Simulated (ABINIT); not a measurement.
Here is an ABINIT 10.8.3 (patched build) calculation.

run.abi

```
pp_dirpath "./"
pseudos "Ge.GGA_PBE-JTH.xml"

acell 3.9975858431 3.9975858432 6.59937795 Angstrom
rprim
     1.0000000000     0.0000000000     0.0000000000
    -0.5000000000     0.8660254038     0.0000000000
     0.0000000000     0.0000000000     1.0000000000
ntypat 1
znucl 32
natom 4
typat 1 1 1 1
xred
     0.3333333333     0.6666666667     0.9370987500
     0.6666666667     0.3333333333     0.4370987500
     0.3333333333     0.6666666667     0.5629012500
     0.6666666667     0.3333333333     0.0629012500
chkprim 0
chksymtnons 0
tolsym 1.0e-6

ecut 26.0
pawecutdg 48.0
pawovlp -1

kptopt 1
ngkpt 4 4 2
nshiftk 1
shiftk 0.0 0.0 0.0

ixc -497498
usekden 1
pawxcdev 0

nband 34
occopt 3
tsmear 0.00183747

nstep 100
tolvrs 1.0e-7

iomode 3
prtwf 0
prtden 0
prteig 0
prtebands 0
enunit 2
prtvol 2

ionmov 2
ntime 60
tolmxf 5.0e-5
optcell 2
dilatmx 1.08
ecutsm 0.5
```

Potentials or basis: JTH PAW PBE v2.0.

Launch:

```console
$ mpirun --bind-to none -np 4 abinit run.abi > log 2>&1
```

**Question.** Predict the relaxed cell.

**Answer.** a = 4.034 Å, b = 4.034 Å, c = 6.529 Å, α = 90.00°, β = 90.00°, γ = 120.00°.

**Question.** Estimate the space group after relaxing (to 0.05 Å).

**Answer.** P6_3/mmc (No. 194).

Final structure:
```xyz
4
Lattice="4.0337 0.0000 0.0000 -2.0168 3.4933 0.0000 0.0000 0.0000 6.5287" Properties=species:S:1:pos:R:3 pbc="T T T"
Ge    0.0000    2.3289    6.1273
Ge    2.0168    1.1644    2.8629
Ge    0.0000    2.3289    3.6658
Ge    2.0168    1.1644    0.4014
```

Caveat: the k mesh is coarse (spacing up to 0.48 Å⁻¹), so the values aren't converged.
